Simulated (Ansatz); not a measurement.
# CsSnBr3 (Pm-3m) in Ansatz: notebook

Runs on CsSnBr3. Level: PBE. Tasks: phonons, Born charges and dielectric tensor.

All numbers are computed with Ansatz 0.2.0; they aren't measurements. Logs are shortened: lines on timing, memory, paths and dates and some standing lists are left out, and cuts for length are marked.

**The experiment to reproduce.**

“Influence of hidden halogen mobility on local structure of CsSn(Cl1−xBrx)3 mixed-halide perovskites by solid-state NMR”, 2020, pmc:8179406 reports, for a powder of CsSnBr3 at 300 K: band gap 1.79 eV (optical).

The results are compared with them further down.

**1. Starting point**

It takes space group Pm-3m (No. 221, cubic). The conventional cell has a = 5.839 Å, b = 5.839 Å, c = 5.839 Å, α = 90.00°, β = 90.00°, γ = 90.00°. Around Cs (site symmetry m-3m) lie 12 Br at 4.13 Å. Sn (site symmetry m-3m) is surrounded by 6 Br at 2.92 Å. Br (site symmetry 4/mmm) has 2 Sn at 2.92 Å as nearest neighbours.

The cell is a database's computed one.

**2. Phonons, PBE**

The input, input.yaml:

```yaml
crystal:
  lattice:
    - [5.83900561, 0.0, 0.0]
    - [0.0, 5.83900561, 0.0]
    - [0.0, 0.0, 5.83900561]
  atoms:
    - { symbol: Cs, position: [0.0, 0.0, 0.0] }
    - { symbol: Sn, position: [0.5, 0.5, 0.5] }
    - { symbol: Br, position: [0.0, 0.5, 0.5] }
    - { symbol: Br, position: [0.5, 0.5, 0.0] }
    - { symbol: Br, position: [0.5, 0.0, 0.5] }
hamiltonian:
  xc: pbe
  pseudopotentials: { kind: paw }
kpoints:
  mp_grid: { grid: [4, 4, 4] }
scf:
  occupations: { method: fixed }
phonons:
  method: dfpt
  dielectric: true
  rigid_motions: translations
```

Potentials or basis: Ansatz PAW.

On the command line:

```bash
> ansatz run input.yaml --threads 2 --pin off --max-ram 5632MiB --backend cpu --events-out ev --progress --plain --runs-dir out
```

The log of the run:

```text
Warning: RAYON_NUM_THREADS=2 ignored (pool sized by the plan → 2); use --threads N
Engine: ansatz 0.2.0, x86_64-unknown-linux-gnu
Pseudopotentials: kind: paw
Pseudopotential: Cs, paw, valence charge 9, recommended cutoff 420 eV (normal), Cs.paw.azcp
Pseudopotential: Sn, paw, valence charge 14, recommended cutoff 420 eV (normal), Sn.paw.azcp
Pseudopotential: Br, paw, valence charge 7, recommended cutoff 420 eV (normal), Br.paw.azcp
Functional definition: PBE
  parameter kappa = 0.804
  parameter beta = 0.06672455060314922
  exchange = pbe_x(kappa = kappa, mu = beta*pi^2/3)
  correlation = pbe_c(beta = beta)
Crystal: 5 atoms, lattice volume = 199.075 Å³
Basis set: ecut = 420 eV, 3887 PW (Γ), exchange–correlation on 80×80×80 points (8 copies of the dense FFT grid, shifted against one another)
Bands: 27, of which v1, the nominal top of the filled ones, is band 22 counted from 1 (21 counted from 0)
Symmetry: 48 space group operations
k-points: 30 of 64 (irreducible under 2 space group operations, time reversal used)
Non-local potential: Cs, projectors of the file, l = 0: 3, l = 1: 2, l = 2: 2, l = 3: 2
Non-local potential: Sn, projectors of the file, l = 0: 2, l = 1: 2, l = 2: 2, l = 3: 2
Non-local potential: Br, projectors of the file, l = 0: 2, l = 1: 2, l = 2: 2
PAW form: soft (Blöchl's): semilocal exchange-correlation on the pseudo side does not see the compensation charge
PAW one-centre angular grid: Cs, 194 points (default); XC on 64 Gauss nodes
PAW one-centre angular grid: Sn, 590 points (default); XC on 64 Gauss nodes
PAW one-centre angular grid: Br, 110 points (default); XC on 64 Gauss nodes
Initial density: superposition of atomic densities (neutral atoms: chi_scale 0, normalization atom), corrected by the library's trained network
Initial wavefunctions: pseudopotential atomic-orbital guess
Functional: x = pbe(κ = 0.804, μ = 0.2195149727645171), c = pbe(β = 0.06672455060314922)
SCF iter   1: F=—  HF=-20050.677281 eV  |F-HF|=—  |Δ(HF+E_count)|=         —  Δρ=1.31e-3  dr2=8.31e-3  ethr=1.77e-3  ⟨swp⟩=5.4  Hψ=3400  notcnv=0  defer=80
preconditioner: auto → Resta (q_TF=auto, 2.121 Å⁻¹)  ε∞=3.7  [insulator: Δε(μ)=0.518 eV  Ē_g=8.236 eV  n_scr=26 (ndim 8)  ℏωp=13.4 eV  f_vac=0.047  ε∞_Penn≈3.7]
SCF iter   2: F=—  HF=-20050.676256 eV  |F-HF|=—  |Δ(HF+E_count)|=   1.02e-3  Δρ=6.88e-4  dr2=2.40e-3  ethr=1.89e-5  ⟨swp⟩=2.7  Hψ=1518  notcnv=0  defer=89
SCF iter   3: F=—  HF=-20050.675643 eV  |F-HF|=—  |Δ(HF+E_count)|=   6.13e-4  Δρ=1.66e-4  dr2=1.64e-4  ethr=5.46e-6  ⟨swp⟩=3.5  Hψ=1394  notcnv=0  defer=88
SCF iter   4: F=—  HF=-20050.675600 eV  |F-HF|=—  |Δ(HF+E_count)|=   4.29e-5  Δρ=6.74e-5  dr2=2.60e-5  ethr=3.73e-7  ⟨swp⟩=2.3  Hψ=1292  notcnv=0  defer=88
SCF iter   5: F=—  HF=-20050.675595 eV  |F-HF|=—  |Δ(HF+E_count)|=   5.20e-6  Δρ=2.24e-5  dr2=2.25e-6  ethr=5.91e-8  ⟨swp⟩=2.5  Hψ=1301  notcnv=0  defer=71
SCF iter   6: F=—  HF=-20050.675596 eV  |F-HF|=—  |Δ(HF+E_count)|=   1.33e-6  Δρ=5.61e-6  dr2=7.63e-8  ethr=5.11e-9  ⟨swp⟩=2.0  Hψ=1415  notcnv=0  defer=53
SCF iter   7: F=—  HF=-20050.675596 eV  |F-HF|=—  |Δ(HF+E_count)|=   8.66e-8  Δρ=1.06e-6  dr2=1.86e-9  ethr=1.73e-10  ⟨swp⟩=2.0  Hψ=1402  notcnv=0  defer=53
SCF iter   8: F=-20050.675596 eV  HF=-20050.675596 eV  |F-HF|=2.15e-10  |Δ(HF+E_count)|=   4.32e-9  Δρ=1.55e-7  dr2=6.31e-11  ethr=1.00e-12  ⟨swp⟩=14.9  Hψ=6932  notcnv=0
SCF 1 converged in 8 iterations: F = -20050.675596 eV  dr2 = 6.31e-11
NSCF: frozen V_eff on 6 k-points
DFPT response loops at Γ: preconditioner auto → Resta (q_TF=auto, 2.121 Å⁻¹)  ε∞=11.0 (no band partly filled); β = 1.00, the filter's whole step (`scf.mixing.beta` (0.50) is not read by the response loops at its default; to damp them type it under 1.00, their step now; it binds the ground state too); Broyden in place of MSR1
── the response to a field inside a basis, on 8×8×8 k-points: an SCF that follows is theirs, and a resumed run solves both again ──
Bands: 23, of which v1, the nominal top of the filled ones, is band 22 counted from 1 (21 counted from 0)
k-points: 20
Initial density: handed on by an earlier stage of this run
Initial wavefunctions: pseudopotential atomic-orbital guess (no wavefunctions were taken with the density)
Eigensolver: Dense (20 Hₖ)
SCF iter   1: F=—  HF=-20050.719499 eV  |F-HF|=—  |Δ(HF+E_count)|=         —  Δρ=7.45e-4  dr2=1.21e-3  ethr=1.00e-1
preconditioner: auto → Resta (q_TF=auto, 2.121 Å⁻¹)  ε∞=5.0  [insulator: Δε(μ)=0.581 eV  Ē_g=6.752 eV  n_scr=26 (ndim 8)  ℏωp=13.4 eV  f_vac=0.044  ε∞_Penn≈5.0]
SCF iter   2: F=—  HF=-20050.719257 eV  |F-HF|=—  |Δ(HF+E_count)|=   2.42e-4  Δρ=3.67e-4  dr2=2.71e-4  ethr=2.76e-6
SCF iter   3: F=—  HF=-20050.719211 eV  |F-HF|=—  |Δ(HF+E_count)|=   4.58e-5  Δρ=5.75e-5  dr2=1.20e-5  ethr=6.16e-7
SCF iter   4: F=—  HF=-20050.719210 eV  |F-HF|=—  |Δ(HF+E_count)|=   5.21e-7  Δρ=1.12e-5  dr2=9.07e-7  ethr=2.73e-8
SCF iter   5: F=-20050.719210 eV  HF=-20050.719210 eV  |F-HF|=2.60e-9  |Δ(HF+E_count)|=   1.01e-7  Δρ=3.45e-6  dr2=5.56e-8  ethr=2.06e-9
SCF 1 converged in 5 iterations: F = -20050.719210 eV  dr2 = 5.56e-8
DFPT response loops at Γ: preconditioner auto → Resta (q_TF=auto, 2.121 Å⁻¹)  ε∞=10.1 (no band partly filled); β = 1.00, the filter's whole step (`scf.mixing.beta` (0.50) is not read by the response loops at its default; to damp them type it under 1.00, their step now; it binds the ground state too); Broyden in place of MSR1
WARN: field response: ε∞ stands inside a basis, on 8×8×8 points; the force constants stand on the 4×4×4 k-mesh, whose period is 7.83 times the interband length at k = (-0.5000, -0.5000, -0.5000), direct gap 0.497 eV, under 14: take them and everything formed from them as unconverged, and compare with a denser kpoints.mp_grid
SCF converged after 8 iterations
Free energy (F): -20050.675596 eV
Harris-Foulkes:  -20050.675596 eV  (|F-HF|=2.15e-10)
Internal energy: -20050.675596 eV  (E = F + TS)
E sigma→0 (E₀):  -20050.675596 eV
Fermi energy:    4.542312 eV
--- Per-component energies (eV) ---
  E_band       = -288.742950
  E_kinetic    = 726.629605
  E_local      = -2535.018284  (includes V_loc(G=0)·N_el)
  E_nonlocal   = 207.864508
  E_hartree    = 1124.244029
  E_xc         = -1351.479056
  E_vxc        = -533.913431  (∫ρ·V_xc dr)
  E_paw        = -15938.106620  (= ΣΔE_a)
  E_vpaw       = -402.793453  (= ΣTr[D̂ρ^β])
  E_aug_tail   = -0.000002  (compensation charges beyond the density's cutoff)
  E_ewald      = -2284.809775
  E_smearing   = -0.000000  (= −TS)
  E_closure    = 0.000000  (closes the sum)
  Σ components = -20050.675596   (vs F -20050.675596, Δ=0.00e0)
--- Band table (eV; the first three rows and the last of 30) ---
  k-point 0: bands = ["-17.7164", "-17.6802", "-17.6802", "-17.6538", "-17.6538", "-17.6538", "-11.0767", "-10.5530", "-10.5530", "-4.5175", "-4.5175", "-4.5175", "-1.7295", "-0.6873", "-0.6873", "-0.6873", "1.5416", "1.5416", "1.5416", "1.6727", "1.6727", "1.6727", "6.7870", "7.8274", "7.8274", "8.4760", "8.4760"]
  k-point 1: bands = ["-17.7159", "-17.6802", "-17.6773", "-17.6539", "-17.6539", "-17.6538", "-11.0191", "-10.6264", "-10.5519", "-4.5107", "-4.5107", "-4.5106", "-2.4579", "-0.6419", "-0.6419", "0.4211", "1.4619", "1.4619", "1.4729", "1.6066", "1.6066", "1.7784", "7.3581", "7.7610", "8.2151", "8.2804", "8.6973"]
  k-point 2: bands = ["-17.7153", "-17.6802", "-17.6743", "-17.6540", "-17.6540", "-17.6538", "-10.9233", "-10.7381", "-10.5509", "-4.5041", "-4.5038", "-4.5038", "-2.8280", "-0.5930", "-0.5930", "0.8686", "1.3667", "1.3667", "1.4076", "1.5559", "1.5559", "2.5529", "6.0224", "8.2213", "8.8555", "8.8693", "8.8873"]
  k-point 29: bands = ["-17.7134", "-17.6713", "-17.6713", "-17.6542", "-17.6542", "-17.6542", "-10.7346", "-10.7346", "-10.7346", "-4.5550", "-4.5550", "-4.5550", "-4.2452", "0.7812", "0.7812", "0.7812", "1.2486", "1.2486", "2.0390", "2.0390", "2.0390", "4.5423", "5.0391", "5.0391", "5.0391", "8.2730", "8.8836"]
--- Phonons (Γ-DFPT): 4 representative perturbations + reference, on 30 of 64 k-points (Σ response iterations 12) ---
  k mesh reduced under 2 symmetry operations, with k and −k counted as one. Each operation leaves every solved perturbation unchanged. A smaller set is not considered because the run solves the response to a homogeneous field
  ASR residual: 3.384e-4 → 0.000e0 eV/Å²; symmetrization residual: 2.236e-5 eV/Å²
  ASR residual per site (eV/Å²): 1.55e-5 3.38e-4 5.92e-5 5.92e-5 5.92e-5
  Γ frequencies (cm⁻¹): 0.00 0.00 0.00 11.59 11.59 11.59 19.12 19.12 19.12 27.02 27.02 27.02 43.45 43.45 43.45
  ε∞ (high-frequency dielectric tensor):
        6.807611     0.000000     0.000000
        0.000000     6.807611     0.000000
        0.000000     0.000000     6.807611
  ε⁰ (static dielectric tensor: ions relaxed, cell fixed):
      109.262484    -0.000000    -0.000000
       -0.000000   109.262484    -0.000000
       -0.000000    -0.000000   109.262484
  ε⁰ − ε∞ (ionic part):
      102.454873    -0.000000    -0.000000
       -0.000000   102.454873    -0.000000
       -0.000000    -0.000000   102.454873
  softest optical mode at Γ: 11.59 cm⁻¹; the repairs (sum rule, projections) moved no ω² at Γ by more than (1.38 cm⁻¹)²
  Born effective charges Z* (e; rows j = field, columns β = displacement):
    site 0:
         1.33304    0.00000    0.00000
         0.00000    1.33304    0.00000
         0.00000    0.00000    1.33304
    site 1:
         5.00503   -0.00000    0.00000
        -0.00000    5.00503    0.00000
        -0.00000    0.00000    5.00503
    site 2:
        -5.11280    0.00000    0.00000
         0.00000   -0.61263    0.00000
        -0.00000    0.00000   -0.61263
    site 3:
        -0.61263   -0.00000    0.00000
         0.00000   -0.61263    0.00000
         0.00000    0.00000   -5.11280
    site 4:
        -0.61263    0.00000   -0.00000
        -0.00000   -5.11280    0.00000
         0.00000    0.00000   -0.61263
  Z* charge neutrality: 1.009e-3 e pre-enforcement
  solved inside a basis spanned on kpoints, on 8×8×8 k-points transformed towards the longest dipole: ε∞ is read to err by 2.6e-2, Z* by 2.9e-2 e (field_mesh: kpoints solves on kpoints); Z* is corrected for what the basis lacks
  optical modes at Γ without the LO–TO term, one row a degenerate level:
      ω (cm⁻¹)  modes    IR ((D/Å)²/amu)
         11.59      3             0.1290
         19.12      3             0.0000
         27.02      3             8.6135
         43.45      3            30.0813
  optical modes at Γ + LO–TO along q̂ = [1.0000, 0.0000, 0.0000]:
      ω (cm⁻¹)  modes    IR ((D/Å)²/amu)
         11.59      2             0.0860
         11.75      1             0.0001
         19.12      3             0.0000
         27.02      2             5.7423
         31.27      1             0.0068
         43.45      2            20.0542
        148.34      1            12.9343
  optical modes at Γ + LO–TO along q̂ = [0.0000, 1.0000, 0.0000]:
      ω (cm⁻¹)  modes    IR ((D/Å)²/amu)
         11.59      2             0.0860
         11.75      1             0.0001
         19.12      3             0.0000
         27.02      2             5.7423
         31.27      1             0.0068
         43.45      2            20.0542
        148.34      1            12.9343
  optical modes at Γ + LO–TO along q̂ = [0.0000, 0.0000, 1.0000]:
      ω (cm⁻¹)  modes    IR ((D/Å)²/amu)
         11.59      2             0.0860
         11.75      1             0.0001
         19.12      3             0.0000
         27.02      2             5.7423
         31.27      1             0.0068
         43.45      2            20.0542
        148.34      1            12.9343
```

Run time: 2.5 min. Hardware: 2 threads of Intel Xeon at 2.50GHz (Skylake/Cascade Lake), shared host; peak memory 1.1 GiB.

Results:

- Free energy: -20050.6756 eV
- Band gap on the k mesh: 0.50 eV, direct
- Highest phonon frequency at Γ, LO-TO splitting left out: 43 cm⁻¹

Phonon frequencies in cm⁻¹ (negative: imaginary):
```csv
q point,frequencies
"(0.000, 0.000, 0.000)",0 0 0 12 12 12 19 19 19 27 27 27 43 43 43
```

Caveat: spin-orbit coupling is left out, which moves the levels of the heavy elements.

**3. Born charges and dielectric tensor, PBE**

Edit input.yaml of step 2 so:

```diff
@@ -18,5 +18,5 @@
   occupations: { method: fixed }
-phonons:
-  method: dfpt
-  dielectric: true
-  rigid_motions: translations
+output:
+  eigenvalues: true
+dielectric:
+  method: response
```

Potentials or basis: Ansatz PAW.

On the command line:

```bash
> ansatz run input.yaml --threads 2 --pin off --max-ram 5632MiB --backend cpu --events-out ev --progress --plain --runs-dir out
```

The log of the run:

```text
Warning: RAYON_NUM_THREADS=2 ignored (pool sized by the plan → 2); use --threads N
[... 10 set-up lines as earlier in the session ...]
Crystal: 5 atoms, lattice volume = 199.075 Å³
Basis set: ecut = 420 eV, 3887 PW (Γ), exchange–correlation on 80×80×80 points (8 copies of the dense FFT grid, shifted against one another)
Bands: 27, of which v1, the nominal top of the filled ones, is band 22 counted from 1 (21 counted from 0)
[... 1 set-up line as earlier in the session ...]
k-points: 18 of 64 (irreducible under 8 space group operations, time reversal used)
[... 3 set-up lines as earlier in the session ...]
[... 60 lines left out ...]
--- Dielectric response (ions clamped): 3 representative field directions + reference, inside a basis on a mesh of 512 k-points (Σ response iterations 18) ---
  ε∞ (high-frequency dielectric tensor):
        6.807381     0.000000     0.000000
        0.000000     6.807381     0.000000
        0.000000     0.000000     6.807381
  Born effective charges Z* (e; rows j = field, columns β = displacement):
    site 0:
         1.33303    0.00000    0.00000
        -0.00000    1.33303    0.00000
         0.00000    0.00000    1.33303
    site 1:
         5.00511    0.00000    0.00000
         0.00000    5.00511    0.00000
         0.00000    0.00000    5.00511
    site 2:
        -5.11277    0.00000    0.00000
         0.00000   -0.61269    0.00000
        -0.00000    0.00000   -0.61269
    site 3:
        -0.61269   -0.00000   -0.00000
         0.00000   -0.61269    0.00000
         0.00000    0.00000   -5.11277
    site 4:
        -0.61269    0.00000   -0.00000
        -0.00000   -5.11277    0.00000
         0.00000    0.00000   -0.61269
  Z* charge neutrality: 1.024e-3 e pre-enforcement
  solved inside a basis spanned on kpoints, on 8×8×8 k-points transformed towards the longest dipole: ε∞ is read to err by 2.6e-2, Z* by 2.9e-2 e (field_mesh: kpoints solves on kpoints); Z* is corrected for what the basis lacks
```

Run time: 80 s. Hardware: 2 threads of Intel Xeon at 2.50GHz (Skylake/Cascade Lake), shared host; peak memory 0.91 GiB.

Results:

```yaml
Free_energy: -20050.6756 eV
Band_gap_on_the_k_mesh: 0.50 eV, direct
Electronic_dielectric_tensor_diagonal: 6.81
Born_charges_mean_of_the_diagonal: Cs +1.33; Sn +5.01; Br -2.11 e
```

Levels at points of the mesh, in eV from the valence-band top:
| k point | band 18 | band 19 | band 20 | band 21 | band 22 | band 23 | band 24 | band 25 | band 26 | band 27 |
| --- | --- | --- | --- | --- | --- | --- | --- | --- | --- | --- |
| (0.00, 0.00, 0.00) | -3.00 | -3.00 | -2.87 | -2.87 | -2.87 | 2.24 | 3.29 | 3.29 | 3.93 | 3.93 |
| (0.00, 0.00, -0.50) | -3.18 | -3.13 | -2.99 | -2.99 | -1.99 | 1.48 | 3.68 | 4.31 | 4.33 | 4.35 |
| (0.00, -0.50, -0.50) | -3.30 | -3.26 | -3.26 | -2.52 | -0.97 | 1.02 | 1.02 | 3.93 | 4.39 | 4.83 |
| (-0.50, 0.00, 0.00) | -3.18 | -3.13 | -2.99 | -2.99 | -1.99 | 1.48 | 3.68 | 4.31 | 4.33 | 4.35 |
| (-0.50, 0.00, -0.50) | -3.30 | -3.26 | -3.26 | -2.52 | -0.97 | 1.02 | 1.02 | 3.93 | 4.39 | 4.83 |
| (-0.50, -0.50, -0.50) | -3.29 | -2.50 | -2.50 | -2.50 | 0.00 | 0.50 | 0.50 | 0.50 | 3.73 | 4.34 |

Electronic dielectric tensor:
```
6.81 0.00 0.00
0.00 6.81 0.00
0.00 0.00 6.81
```

Born effective charge tensors (e):
atom 1, Cs
```
1.33 0.00 0.00
0.00 1.33 0.00
0.00 0.00 1.33
```
atom 2, Sn
```
5.01 0.00 0.00
0.00 5.01 0.00
0.00 0.00 5.01
```
atom 3, Br
```
-5.11  0.00  0.00
 0.00 -0.61  0.00
 0.00  0.00 -0.61
```
atom 4, Br
```
-0.61  0.00  0.00
 0.00 -0.61  0.00
 0.00  0.00 -5.11
```
atom 5, Br
```
-0.61  0.00  0.00
 0.00 -5.11  0.00
 0.00  0.00 -0.61
```

Caveat: the gap is small at this level, which inflates the dielectric constant; spin-orbit coupling is left out, which moves the levels of the heavy elements.

**4. Comparison with measurements**

Step 2. A measured gap of CsSnBr3 is 1.79 eV (optical; 300 K; powder; “Influence of hidden halogen mobility on local structure of CsSn(Cl1−xBrx)3 mixed-halide perovskites by solid-state NMR”, 2020, pmc:8179406); the calculated 0.50 eV misses it by -1.29 eV. So large a miss can be the level of theory's own, or it may mean another phase, state or a wrong row. Spin-orbit coupling on Br, Cs, Sn is left out. The value is that of PBE on a finite k mesh, which can miss the band edges, without temperature or zero-point motion. Semilocal functionals fall short of measured gaps as a rule. The cell is a database's relaxed one, not the measured one, which moves gaps too.

Step 3. Against the measured gap of CsSnBr3, 1.79 eV (optical; 300 K; powder; “Influence of hidden halogen mobility on local structure of CsSn(Cl1−xBrx)3 mixed-halide perovskites by solid-state NMR”, 2020, pmc:8179406), the calculated 0.50 eV is off by -1.29 eV. So large a miss can be the level of theory's own, or it may mean another phase, state or a wrong row. Spin-orbit coupling on Br, Cs, Sn is left out. The value is that of PBE on a finite k mesh, which can miss the band edges, without temperature or zero-point motion. Semilocal functionals fall short of measured gaps as a rule. The cell is a database's relaxed one, not the measured one, which moves gaps too.
